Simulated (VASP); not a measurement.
# HgTe (Fm-3m) in VASP: single point with PBE

Aim: the single point of HgTe with PBE.

Everything below comes from runs of VASP 6.6.1. Logs are shortened: lines on timing, memory, paths and dates and some standing lists are left out, and cuts for length are marked.

## (1) The structure

It takes space group Fm-3m (No. 225, cubic). The conventional cell has a = 6.154 Å, b = 6.154 Å, c = 6.154 Å, α = 90.00°, β = 90.00°, γ = 90.00°. Hg (site symmetry m-3m) has 6 Te at 3.08 Å as nearest neighbours. Te (site symmetry m-3m) is surrounded by 6 Hg at 3.08 Å.

Measurements of this composition are mostly on another form, of space group No. 216.

## (2) Single point, PBE

INCAR

```
  ALGO = Normal
  EDIFF = 1E-6
  ENCUT = 520
  GGA = PE
  ISIF = 2
  ISMEAR = 0
  LASPH = T
  LCHARG = T
  LELF = T
  LREAL = F
  LVHAR = T
  LWAVE = F
  NBANDS = 16
  NELM = 80
  PREC = Accurate
  SIGMA = 0.1
```

KPOINTS

```
k-points
0
Gamma
  6 6 6
```

POSCAR

```
HgTe
1.0
    0.0000000000      3.0771170000      3.0771170000
    3.0771170000      0.0000000000      3.0771170000
    3.0771170000      3.0771170000      0.0000000000
Hg Te
1 1
Direct
    0.0000000000      0.0000000000      0.0000000000
    0.5000000000      0.5000000000      0.5000000000
```

Potentials or basis: VASP PAW PBE potentials, release 64 (Hg, Te).

Started as:

```
> cat potpaw_PBE.64/Hg/POTCAR potpaw_PBE.64/Te/POTCAR > POTCAR
> mpirun -np 1 vasp_std > vasp.out
```

OUTCAR:

```text
EDIFF = 1E-6
   ENCUT = 520
   GGA = PE
   ISIF = 2
   ISMEAR = 0
   LASPH = T
   LREAL = F
   NELM = 80
   PREC = Accurate

 ion  position               nearest neighbor table
   1  0.000  0.000  0.000-   2 3.08   2 3.08   2 3.08   2 3.08   2 3.08   2 3.08
   2  0.500  0.500  0.500-   1 3.08   1 3.08   1 3.08   1 3.08   1 3.08   1 3.08

  LATTYP: Found a face centered cubic cell.
 ALAT       =     6.1542340000

  Lattice vectors:

 A1 = (   0.0000000000,   3.0771170000,   3.0771170000)
 A2 = (   3.0771170000,   0.0000000000,   3.0771170000)
 A3 = (   3.0771170000,   3.0771170000,   0.0000000000)

Analysis of symmetry for initial positions (statically):
=====================================================================
 Subroutine PRICEL returns:
 Original cell was already a primitive cell.

 Routine SETGRP: Setting up the symmetry group for a
 face centered cubic supercell.

 Subroutine GETGRP returns: Found 48 space group operations
 (whereof 48 operations were pure point group operations)
 out of a pool of 48 trial point group operations.

The static configuration has the point symmetry O_h .

Analysis of symmetry for dynamics (positions and initial velocities):
=====================================================================
 Subroutine PRICEL returns:
 Original cell was already a primitive cell.

 Routine SETGRP: Setting up the symmetry group for a
 face centered cubic supercell.

 Subroutine GETGRP returns: Found 48 space group operations
 (whereof 48 operations were pure point group operations)
 out of a pool of 48 trial point group operations.

The dynamic configuration has the point symmetry O_h .

 Subroutine INISYM returns: Found 48 space group operations
 (whereof 48 operations are pure point group operations),
 and found     1 'primitive' translations

----------------------------------------------------------------------------------------

                                     Primitive cell

  volume of cell :      58.2723

  direct lattice vectors                    reciprocal lattice vectors
     0.000000000  3.077117000  3.077117000    -0.162489759  0.162489759  0.162489759
     3.077117000  0.000000000  3.077117000     0.162489759 -0.162489759  0.162489759
     3.077117000  3.077117000  0.000000000     0.162489759  0.162489759 -0.162489759

  length of vectors
     4.351700594  4.351700594  4.351700594     0.281440518  0.281440518  0.281440518

  position of ions in fractional coordinates (direct lattice)
     0.000000000  0.000000000  0.000000000
     0.500000000  0.500000000  0.500000000

  ion indices of the primitive-cell ions
   primitive index   ion index
                 1           1
                 2           2

----------------------------------------------------------------------------------------

 KPOINTS: k-points

Automatic generation of k-mesh.
 Grid dimensions read from file:
 generate k-points for:    6    6    6

 Generating k-lattice:

  Cartesian coordinates                     Fractional coordinates (reciprocal lattice)
    -0.027081627  0.027081627  0.027081627     0.166666667  0.000000000  0.000000000
     0.027081627 -0.027081627  0.027081627     0.000000000  0.166666667  0.000000000
     0.027081627  0.027081627 -0.027081627     0.000000000  0.000000000  0.166666667

  Length of vectors
     0.046906753  0.046906753  0.046906753

  Shift w.r.t. Gamma in fractional coordinates (k-lattice)
     0.000000000  0.000000000  0.000000000

 Subroutine IBZKPT returns following result:
 ===========================================

 Found     16 irreducible k-points:

 Following reciprocal coordinates:
            Coordinates               Weight
  0.000000  0.000000  0.000000      1.000000
  0.166667  0.000000  0.000000      8.000000
  0.333333  0.000000  0.000000      8.000000
  0.500000  0.000000  0.000000      4.000000
  0.166667  0.166667  0.000000      6.000000
  0.333333  0.166667  0.000000     24.000000
[... 8 lines left out ...]
 -0.333333  0.333333  0.166667     24.000000
 -0.333333  0.500000  0.166667     12.000000
   k-points           NKPTS =     16   k-points in BZ     NKDIM =     16   number of bands    NBANDS=     16
   number of dos      NEDOS =    301   number of ions     NIONS =      2
   total plane-waves  NPLWV =  32768
   dimension x,y,z NGX =    32 NGY =   32 NGZ =   32
   dimension x,y,z NGXF=    64 NGYF=   64 NGZF=   64
   ions per type =               1   1
   NGX,Y,Z   is equivalent  to a cutoff of  12.22, 12.22, 12.22 a.u.
   NGXF,Y,Z  is equivalent  to a cutoff of  24.45, 24.45, 24.45 a.u.
 SYSTEM =  unknown system
   PREC   = accura    normal or accurate (medium, high low for compatibility)
   ISTART =      0    job   : 0-new  1-cont  2-samecut
   ICHARG =      2    charge: 1-file 2-atom 10-const
   ISPIN  =      1    spin polarized calculation?
   LNONCOLLINEAR =      F non collinear calculations
   LSORBIT =      F    spin-orbit coupling
   LASPH  =      T    aspherical Exc in radial PAW
   ENCUT  =  520.0 eV  38.22 Ry    6.18 a.u.   8.09  8.09  8.09*2*pi/ulx,y,z
   NELM   =     80;   NELMIN=  2; NELMDL= -5     # of ELM steps
   EDIFF  = 0.1E-05   stopping-criterion for ELM
   LREAL  =      F    real-space projection
   EDIFFG = 0.1E-04   stopping-criterion for IOM
   NSW    =      0    number of steps for IOM
   IBRION =     -1    ionic relax: 0-MD 1-quasi-New 2-CG
   NFREE  =      0    steps in history (QN), initial steepest desc. (CG)
   ISIF   =      2    stress and relaxation
   ISYM   =      2    0-nonsym 1-usesym 2-fastsym
   POTIM  = 0.5000    time-step for ionic-motion
   TEBEG  =    0.0;   TEEND  =   0.0 temperature during run
   PSTRESS=    0.0 pullay stress
   NELECT =      18.0000    total number of electrons
   NUPDOWN=      -1.0000    fix difference up-down
   EMIN   =  10.00;   EMAX   =-10.00  energy-range for DOS
   EFERMI =   0.00;   METHOD = LEGACY
   ISMEAR =     0;   SIGMA  =   0.10  broadening in eV -4-tet -1-fermi 0-gaus
   EFERMI_NEDOS =   21; number of points for ismear=-14 and -15
   IALGO  =     38    algorithm
   IMIX   =      4    mixing-type and parameters
     AMIX     =   0.40;   BMIX     =  1.00
     AMIX_MAG =   1.60;   BMIX_MAG =  1.00
  volume/ion in A,a.u.               =      29.14       196.62
  Fermi-wavevector in a.u.,A,eV,Ry     =   1.106653  2.091272 16.662809  1.224682
  Thomas-Fermi vector in A             =   2.243157
   LORBIT       =      0    0 simple, 1 ext, 2 COOP (PROOUT), +10 PAW based schemes
   GGA     = PE    functional components
   LHFCALC =     F    Hartree Fock is set to
   AEXX    =    0.0000 exact exchange contribution
   IVDW    =     0    specifies the selected vdW correction
   LEPSILON=     F    determine dielectric tensor
   LRPA    =     F    only Hartree local field effects (RPA)
 non-spin polarized calculation
 Gauss-broadening in eV      SIGMA  =   0.10
  energy-cutoff  :      520.00
  volume of cell :       58.27
 maximum number of plane-waves:      1588
   NGX = 17   NGY = 17   NGZ = 17

 number of electron      17.9999999 magnetization

 Free energy of the ion-electron system (eV)
  ---------------------------------------------------
  ext. energy  EPLUGINS =         0.00000000
  ---------------------------------------------------
  free energy    TOTEN  =        -3.38552793 eV

  energy without entropy =       -3.37631166  energy(sigma->0) =       -3.38091980

 E-fermi :   4.1658     XC(G=0):  -9.7457

 val. band max:        4.0645295101   @ k =   0.3333   0.0000   0.0000
 cond. band min:       4.1820542544   @ k =  -0.3333   0.1667   0.0000
 fundamental gap:      0.1175247443
 Fermi energy:         4.1657884115

 k-point     1 :       0.0000    0.0000    0.0000
  band No.  band energies     occupation
      1      -7.7633      2.00000
      2      -2.4936      2.00000
      3      -2.4936      2.00000
      4      -2.4353      2.00000
      5      -2.4353      2.00000
      6      -2.4353      2.00000
[... 8 lines left out ...]
     15      11.8151      0.00000
     16      11.8151      0.00000

 k-point     2 :       0.1667    0.0000    0.0000
  band No.  band energies     occupation
      1      -7.5402      2.00000
      2      -2.5748      2.00000
      3      -2.5748      2.00000
      4      -2.4666      2.00000
      5      -2.4010      2.00000
      6      -2.4010      2.00000
[... 8 lines left out ...]
     15      12.3601      0.00000
     16      12.3601      0.00000

 k-point     3 :       0.3333    0.0000    0.0000
  band No.  band energies     occupation
      1      -6.9902      2.00000
      2      -2.7354      2.00000
      3      -2.7354      2.00000
      4      -2.6303      2.00000
      5      -2.3215      2.00000
      6      -2.3215      2.00000
[... 8 lines left out ...]
     15      13.6323      0.00000
     16      13.6323      0.00000

 k-point     4 :       0.5000    0.0000    0.0000
  band No.  band energies     occupation
      1      -6.6245      2.00000
      2      -2.8650      2.00000
      3      -2.8115      2.00000
      4      -2.8115      2.00000
      5      -2.2804      2.00000
      6      -2.2804      2.00000
[... 8 lines left out ...]
     15      14.9542      0.00000
     16      14.9542      0.00000

 k-point     5 :       0.1667    0.1667    0.0000
  band No.  band energies     occupation
      1      -7.4825      2.00000
      2      -2.6731      2.00000
      3      -2.4713      2.00000
      4      -2.4670      2.00000
      5      -2.3993      2.00000
      6      -2.3993      2.00000
[... 8 lines left out ...]
     15      13.8333      0.00000
     16      13.8333      0.00000

 k-point     6 :       0.3333    0.1667    0.0000
  band No.  band energies     occupation
      1      -7.0872      2.00000
      2      -2.7558      2.00000
      3      -2.5675      2.00000
      4      -2.5100      2.00000
      5      -2.3464      2.00000
      6      -2.3123      2.00000
[... 8 lines left out ...]
     15      14.2210      0.00000
     16      14.6178      0.00000

 k-point     7 :       0.5000    0.1667    0.0000
  band No.  band energies     occupation
      1      -6.6748      2.00000
      2      -2.7202      2.00000
      3      -2.6996      2.00000
      4      -2.6343      2.00000
      5      -2.2804      2.00000
      6      -2.2675      2.00000
[... 8 lines left out ...]
     15      15.1563      0.00000
     16      15.5354      0.00000

 k-point     8 :      -0.3333    0.1667    0.0000
  band No.  band energies     occupation
      1      -6.7583      2.00000
      2      -2.7878      2.00000
      3      -2.7795      2.00000
      4      -2.5275      2.00000
      5      -2.3072      2.00000
      6      -2.2627      2.00000
[... 8 lines left out ...]
     15      13.4603      0.00000
     16      15.2749      0.00000

 k-point     9 :      -0.1667    0.1667    0.0000
  band No.  band energies     occupation
      1      -7.2224      2.00000
      2      -2.7087      2.00000
      3      -2.6625      2.00000
      4      -2.4777      2.00000
      5      -2.3748      2.00000
      6      -2.3272      2.00000
[... 8 lines left out ...]
     15      13.1913      0.00000
     16      14.3187      0.00000

 k-point    10 :       0.3333    0.3333    0.0000
  band No.  band energies     occupation
      1      -6.9723      2.00000
      2      -2.5470      2.00000
      3      -2.5297      2.00000
      4      -2.4261      2.00000
      5      -2.2896      2.00000
      6      -2.2896      2.00000
[... 8 lines left out ...]
     15      15.6439      0.00000
     16      16.3782      0.00000

 k-point    11 :       0.5000    0.3333    0.0000
  band No.  band energies     occupation
      1      -6.7580      2.00000
      2      -2.5427      2.00000
      3      -2.5152      2.00000
      4      -2.3339      2.00000
      5      -2.2363      2.00000
      6      -2.0520      2.00000
[... 8 lines left out ...]
     15      15.7531      0.00000
     16      16.6697      0.00000

 k-point    12 :      -0.3333    0.3333    0.0000
  band No.  band energies     occupation
      1      -6.6411      2.00000
      2      -2.6821      2.00000
      3      -2.6139      2.00000
      4      -2.3999      2.00000
      5      -2.2624      2.00000
      6      -2.0956      2.00000
[... 8 lines left out ...]
     15      13.9766      0.00000
     16      16.0641      0.00000

 k-point    13 :       0.5000    0.5000    0.0000
  band No.  band energies     occupation
      1      -6.7929      2.00000
      2      -2.5609      2.00000
      3      -2.4033      2.00000
      4      -2.2108      2.00000
      5      -2.2108      2.00000
      6      -1.6831      2.00000
[... 8 lines left out ...]
     15      16.8610      0.00000
     16      16.8610      0.00000

 k-point    14 :       0.5000    0.3333    0.1667
  band No.  band energies     occupation
      1      -6.7971      2.00000
      2      -2.6545      2.00000
      3      -2.6237      2.00000
      4      -2.4998      2.00000
      5      -2.2849      2.00000
      6      -2.2203      2.00000
[... 8 lines left out ...]
     15      15.4184      0.00000
     16      15.5958      0.00000

 k-point    15 :      -0.3333    0.3333    0.1667
  band No.  band energies     occupation
      1      -6.6410      2.00000
      2      -2.7276      2.00000
      3      -2.5092      2.00000
      4      -2.4677      2.00000
      5      -2.2454      2.00000
      6      -2.0849      2.00000
[... 8 lines left out ...]
     15      13.8597      0.00000
     16      16.3304      0.00000

 k-point    16 :      -0.3333    0.5000    0.1667
  band No.  band energies     occupation
      1      -6.6851      2.00000
      2      -2.6049      2.00000
      3      -2.5134      2.00000
      4      -2.3503      2.00000
      5      -2.2108      2.00000
      6      -1.7932      2.00000
[... 8 lines left out ...]
     15      15.3476      0.00000
     16      16.8440      0.00000

------------------------ aborting loop because EDIFF is reached ----------------------------------------

  FORCE on cell =-STRESS in cart. coord.  units (eV):
  Direction    XX          YY          ZZ          XY          YZ          ZX
  --------------------------------------------------------------------------------------
  -------------------------------------------------------------------------------------
  Total       -0.1112807     -0.1112807     -0.1112807     -0.0000000     -0.0000000      0.0000000
  in kB       -3.0596264     -3.0596264     -3.0596264     -0.0000000     -0.0000000      0.0000000
  external PRESSURE =      -3.0596264 kB  Pullay stress =       0.0000000 kB

 VOLUME and BASIS-vectors are now :
 -----------------------------------------------------------------------------
  energy-cutoff  :      520.00
  volume of cell :       58.27
      direct lattice vectors                 reciprocal lattice vectors
     0.000000000  3.077117000  3.077117000    -0.162489759  0.162489759  0.162489759
     3.077117000  0.000000000  3.077117000     0.162489759 -0.162489759  0.162489759
     3.077117000  3.077117000  0.000000000     0.162489759  0.162489759 -0.162489759

 POSITION                                       TOTAL-FORCE (eV/Angst)
 -----------------------------------------------------------------------------------
      0.00000      0.00000      0.00000        -0.000000      0.000000     -0.000000
      3.07712      3.07712      3.07712         0.000000     -0.000000      0.000000
 -----------------------------------------------------------------------------------
    total drift:                                0.000000     -0.000000     -0.000000

  FREE ENERGIE OF THE ION-ELECTRON SYSTEM (eV)
  ---------------------------------------------------
  free  energy   TOTEN  =        -3.3855279339 eV

  energy  without entropy=       -3.3763116619  energy(sigma->0) =       -3.38091980
```

Wall time 16 s (1 thread of Intel Xeon Platinum 8175M at 2.50GHz (Skylake/Cascade Lake), shared host); peak memory 0.18 GiB.

Results:

```
Free energy            : -3.3855 eV
Pressure               : -0.3 GPa
Band gap on the k mesh : none (metal or under the smearing width)
```

Levels at points of the mesh, in eV from the Fermi level:
| k point | band 7 | band 8 | band 9 | band 10 | band 11 | band 12 |
| --- | --- | --- | --- | --- | --- | --- |
| (0.00, 0.00, 0.00) | -1.13 | -0.74 | -0.74 | -0.74 | 7.55 | 7.55 |
| (0.50, 0.00, 0.00) | -5.45 | 0.17 | 0.17 | 2.60 | 3.48 | 3.94 |
| (0.50, 0.50, 0.00) | -4.15 | -2.76 | -2.23 | -2.23 | 4.83 | 8.94 |

The run has no spin-orbit coupling, so splittings on Hg, Te are missing.
